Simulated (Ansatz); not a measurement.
**Zr vacancy in ZrSiO4, calculated**

All numbers are calculated (PBE, collinear spin, no spin-orbit coupling; Ansatz, PAW set soft_2, 420 eV, k-mesh 2×2×2), not measured.

The relaxed host crystal (Kohn–Sham gap 4.59 eV over the whole zone):

```
Zr Si O
1.0
    -3.33876    3.33876    3.01174
     3.33876   -3.33876    3.01174
     3.33876    3.33876   -3.01174
Zr Si O
2 2 8
Direct
  0.00000 0.00000 0.00000
  0.75000 0.25000 0.50000
  0.50000 0.50000 0.00000
  0.25000 0.75000 0.50000
  0.13591 0.31967 0.81624
  0.06967 0.75343 0.68376
  0.06967 0.38591 0.31624
  0.50343 0.31967 0.18376
  0.68033 0.49657 0.81624
  0.61409 0.93033 0.68376
  0.24657 0.93033 0.31624
  0.68033 0.86409 0.18376
```

Supercell of 36 atoms, rows of the matrix [[1,0,1],[0,-1,-1],[1,2,0]] times the cell vectors; Zr vacancy at (0.000, 0.000, 0.000) in fractions of the cell above. Atoms are relaxed at the host's cell, from a start shaken by 0.03 Å near the defect; charged cells sit in a uniform background. The cell loses 1 of its 6 Zr, so this is a heavily defective crystal.

The defect was relaxed in the charges 0, -1, -4. Distances from the empty Zr site (Å), by shell of the perfect crystal:

| shell | perfect crystal | state A | state B | state C |
| --- | --- | --- | --- | --- |
| 4 O | 2.15 | 2.26 | 2.26 | 2.16 |
| 4 O | 2.28 | 2.48 | 2.47 | 2.54 |
| 2 Si | 3.01 | 2.99 | 3.01 | 2.93 |

| state | moment of the cell (μB) | gap of the cell on the mesh (eV) | carriers |
| --- | --- | --- | --- |
| A | 3.00 | 0.00 | in a band of the host or near its edge |
| B | 4.00 | 0.00 | in a band of the host or near its edge |
| C | 0.00 | 3.58 | none in the bands |

On this mesh the host's own supercell has a gap of 4.62 eV.

Problem. Which state has which charge?

Solution. A has charge -1; B has charge 0; C has charge -4.

Problem. What do these numbers say about the valence and the carriers?

Solution. At charges 0 and -1 a carrier lies in a band of the host or at its edge (levels aligned by the semicore states), so it isn't shown to be bound to the defect (semilocal functionals spread carriers too far and can miss a bound one), and no level is taken from those states. At charge 0 the unpaired electrons sit on atoms with moments (μB): 4 O of 0.42. At charge -1 the unpaired electrons sit on atoms with moments (μB): 4 O of 0.38.

No formation energy is given, since the neutral cell holds a carrier in a band.

Relaxed cell at charge -4:

```
ZrSiO4 V_Zr charge -4
1.0
     0.0000    6.6775    0.0000
    -6.6775    0.0000    0.0000
     3.3388   -3.3388    9.0352
Zr Si O
5 6 24
Direct
  0.0037 0.0023 0.0055
  0.6643 0.6628 0.3266
  0.5840 0.0826 0.1661
  0.2585 0.7571 0.5152
  0.9095 0.4080 0.8170
  0.4959 0.4945 0.9899
  0.1721 0.1706 0.3422
  0.8340 0.8326 0.6661
  0.0840 0.5826 0.1661
  0.7526 0.2512 0.5033
  0.4154 0.9139 0.8288
  0.2450 0.4505 0.9021
  0.9238 0.1068 0.2145
  0.5934 0.7717 0.5443
  0.0280 0.3346 0.0541
  0.6893 0.0052 0.3766
  0.3578 0.6738 0.7137
  0.0280 0.7185 0.0541
  0.6893 0.3705 0.3766
  0.3578 0.0390 0.7137
  0.2926 0.1068 0.2145
  0.9528 0.7717 0.5443
  0.6590 0.4506 0.9021
  0.5598 0.7428 0.1176
  0.2160 0.4216 0.4300
  0.8949 0.0731 0.7878
  0.3320 0.6386 0.2781
  0.9928 0.3087 0.6185
  0.6614 0.9773 0.9555
  0.9480 0.6386 0.2781
  0.6276 0.3088 0.6185
  0.2960 0.9773 0.9555
  0.2160 0.0076 0.4301
  0.8949 0.7137 0.7878
  0.5598 0.3739 0.1176
```

Caveats: at charge -4: net starting moment lost; semilocal functionals make gaps too small, which shifts levels too; small supercell, so energies and levels can be off by tenths of an eV; one random start near the defect, so other minima are possible.
